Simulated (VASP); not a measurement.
# InSb (F-43m) under uniaxial stress along [111], part 2 of 2

Wanted: the response of InSb to uniaxial stress along [111], as a table, with a fit that predicts a row left out.

VASP 6.6.1, plane waves and PAW; the level of theory is named at each step.

So far. Step 5 (Band edges, r2SCAN with spin-orbit coupling): The run ends at a pressure of 1.08 GPa, with forces up to 7.2e-4 eV/Å.

### Step 6. All members

The other members went through these steps as far as the tables show, with the same cutoff and, step by step, the same mesh; 41 runs are not shown. The session took 7.8 core hours (wall time by ranks) on a shared machine.

```
strain along the axis (%)  strain across the axis (%)  stress along the axis, tension positive (GPa)  energy above the unstrained row (meV/atom)
                   -2.000                       0.504                                         -1.298                                       2.766
                   -1.500                       0.378                                         -0.957                                       1.517
                   -1.000                       0.257                                         -0.621                                       0.648
                   -0.500                       0.131                                         -0.301                                       0.147
                        0                       0.000                                          0.004                                       0.000
                    0.500                      -0.125                                          0.323                                       0.160
                    1.000                      -0.237                                          0.665                                       0.684
                    1.500                      -0.351                                          0.996                                       1.568
                    2.000                      -0.457                                          1.335                                       2.820
```

Slopes at zero strain, from cubics through all rows: strain ratio -0.250, stress over strain 64 GPa.

Band edges at TB-mBJ with spin-orbit coupling, counted from the valence-band top at Γ, spin-orbit pairs averaged, with one row partly withheld:

```
strain along the axis (%)  gap (eV)  conduction band at Γ (eV)  Δ or X valley along z (eV)  Δ or X valley along x (eV)  lowest conduction level at L, [111] (eV)  lowest conduction level at L, [-111] (eV)  second valence level below the top (eV)  third valence level below the top (eV)
                   -2.000     0.163                      0.181                       1.383                       1.383                                     0.565                                      0.843                                    0.113                                   0.757
                   -1.500     0.164                      0.173                       1.406                       1.406                                         ?                                      0.832                                    0.089                                   0.743
                   -1.000     0.165                      0.168                       1.428                       1.428                                     0.683                                      0.824                                    0.062                                   0.727
                   -0.500     0.168                      0.168                       1.450                       1.450                                     0.746                                      0.817                                    0.032                                   0.710
                        0     0.170                      0.170                       1.471                       1.471                                     0.811                                      0.811                                    0.000                                   0.692
                    0.500     0.140                      0.140                       1.457                       1.457                                     0.843                                      0.774                                    0.032                                   0.708
                    1.000     0.110                      0.110                       1.442                       1.442                                     0.873                                      0.738                                    0.062                                   0.724
                    1.500     0.079                      0.079                       1.424                       1.424                                     0.903                                      0.701                                    0.093                                   0.742
```

### Step 7. Fit and prediction

The quantity to fit is the splitting of the lowest conduction levels at the L points ([111] less [-111]) at TB-mBJ with spin-orbit coupling: -0.278, -0.141, -0.071, 0.000, 0.069, 0.135, 0.202 eV in the rows shown.

A least-squares parabola through the 7 rows shown, with d the strain along the axis less the strain across it, in %: E = − 3.38e-4 d² + 0.1101 d − 7.84e-4 (eV), r.m.s. residual 7.6e-4 eV.

For the withheld row, d = -1.878, the fit gives -0.2087 eV.

### Step 8. Checking the prediction

The calculation gives -0.2093 eV, so the prediction is 0.0006 eV too high, within twice the residual of the fit.

The splitting is Ξu times 8/9 of d, with d as a fraction, so the linear term gives Ξu = 12.4 eV.

### Step 9. What came out

```yaml
poisson_ratio: 0.250
young_s_modulus_along_the_axis: 64 GPa
gap_of_the_unstrained_cell_tb_mbj_with_spin_orbit_coupling: 0.17 eV
shear_deformation_potential_u_of_the_lowest_conduction_levels_at_l: 12.4 eV
error_of_the_predicted_row: 0.6 meV
```

As a check, the curvature of the energy gives 62 GPa for the same modulus (energy per volume = E/2 × strain²), 2 % from the slope of the stress. At TB-mBJ with spin-orbit coupling the lowest conduction valley is Γ throughout, and the gap runs between 0.08 and 0.17 eV. At TB-mBJ with spin-orbit coupling the gap falls under 0.05 eV in some or all rows, where bands may have changed order, so 1 row at and beyond those points is left out of its table. At r2SCAN with spin-orbit coupling the gap falls under 0.05 eV in some or all rows, where bands may have changed order, so that level, though run, gets no table. The gap at PBEsol is under 0.05 eV in some or all rows and is left out; the elastic columns come from such cells and can be uneven. Hole masses are left out throughout, since the top bands are degenerate or cross in many series; of conduction masses, those of the Γ, L and (for Si and Ge under (001) strain) Δ valleys are kept where they change by under an eighth between rows. TB-mBJ is a potential fitted for gaps; it has no energy functional, so its total energies and forces mean nothing, and its bands tend to come out too narrow. Δ or X levels are the lowest on their line, refined by a parabola unless they lie at X; the gap is read from all points sampled and can differ from the lowest valley by some meV, or by tens of meV where strain moves the valence top off Γ. Temperature, zero-point motion and excitons are left out.

[Lines on the potential files, build, host, timing and source positions are cut from VASP's logs without a mark.]

[Logs are printed without paths, hosts, clocks, repeated set-up lines and the standing remarks that a program may print on its own settings, such as how far it seeks lower states.]

[Hosts, paths, dates, database ids (printed as entryN), source tags and the programs' standing remarks are cut or masked in the printed files.]

[In band tables of VASP the shares of atoms and orbitals are scaled to a sum of 1 inside the atoms' spheres.]
